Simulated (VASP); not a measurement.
The system is Si.

```
Si
1.0
     2.62054    0.00000    0.00000
    -1.31027    2.26946    0.00000
     0.00000    0.00000    2.46635
Si
1
Direct
  0.00000 0.00000 0.00000
```

This isn't the form of Si at room conditions, which is diamond.

```yaml
Program: VASP 6.6.1
Task: relaxation of cell and atoms
Functional: vdW-DF
Potentials_or_basis: VASP PAW PBE potentials, release 64 (Si)
Cutoff: 600 eV
k_mesh: 12 × 12 × 11
Occupations: fermi-dirac, width 0.05 eV
Spin: no spin polarisation
```

At the start: pressure 8.3 GPa; volume 14.67 Å³/atom.

Question: Where does the relaxation end?

Answer: Over 5 steps the energy falls by 29.4 meV/atom and the volume is 15.87 Å³/atom (+8.2 %); space group P6/mmm (No. 191, to 0.05 Å).

Step by step:
| step | energy change (eV) | largest force (eV/Å) | pressure (GPa) | volume (Å³) |
| --- | --- | --- | --- | --- |
| 1 | 0.0000 | 0.0000 | 8.35 | 14.67 |
| 2 | -0.0249 | 0.0000 | -2.34 | 16.35 |
| 3 | -0.0292 | 0.0000 | 0.11 | 15.84 |
| 4 | -0.0294 | 0.0000 | -0.01 | 15.88 |
| 5 | -0.0294 | 0.0000 | 0.01 | 15.87 |

Final structure:
```cif
data_structure
_symmetry_space_group_name_H-M 'P 1'
_symmetry_Int_Tables_number 1
_cell_length_a 2.6868
_cell_length_b 2.6868
_cell_length_c 2.5391
_cell_angle_alpha 90.000
_cell_angle_beta 90.000
_cell_angle_gamma 120.000
_cell_volume 15.87
loop_
_atom_site_label
_atom_site_type_symbol
_atom_site_fract_x
_atom_site_fract_y
_atom_site_fract_z
_atom_site_occupancy
Si1 Si 0.00000 0.00000 0.00000 1
```

Caveat: the PAW data sets were made with another functional, which shifts forces and pressure a little.
